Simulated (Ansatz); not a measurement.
## Br under changes of volume

One of the cells (28.997 Å³/atom); the others are scaled copies at fixed shape and fractional positions:

```xyz
1
Lattice="-1.4235 1.4235 3.5775 1.4235 -1.4235 3.5775 1.4235 1.4235 -3.5775" Properties=species:S:1:pos:R:3 pbc="T T T"
Br    0.0000    0.0000    0.0000
```

* Program: Ansatz 0.2.0
* Functional: PBE
* Potentials or basis: Ansatz PAW
* Cutoff: 420 eV (not typed: the program's choice for these potentials)
* k mesh: 13 × 13 × 13
* Occupations: fermi-dirac, width 0.05 eV
* Spin: no spin polarisation

| volume (Å³/atom) | energy over the lowest point (meV/atom) | pressure (GPa) |
| --- | --- | --- |
| 27.257 | 34.22 | 4.2 |
| 27.837 | ? | ? |
| 28.417 | 11.30 | 2.2 |
| 28.997 | 4.81 | 1.4 |
| 29.577 | 1.15 | 0.7 |
| 30.157 | 0.00 | 0.0 |
| 30.737 | 1.08 | -0.6 |

Q: What does the run at 27.837 Å³/atom give?

A: Energy over the lowest point 20.97 meV/atom; pressure 3.2 GPa.

Worked out: A Birch-Murnaghan fit of order 3 (a polynomial in V^(-2/3)) to the other rows has its minimum at 30.15 Å³/atom with B0 = V·E''(V) = 32 GPa and B' = 5.1 at fixed shape and positions, which overstates the stiffness. It gives 20.97 meV/atom at 27.837 Å³/atom, against the run's 20.97, and -dE/dV = 3.1 GPa, against 3.2.

Energies are extrapolated to zero smearing.

Caveats: an odd number of electrons without spin polarisation forces a metal; a magnetic or distorted state may lie lower.
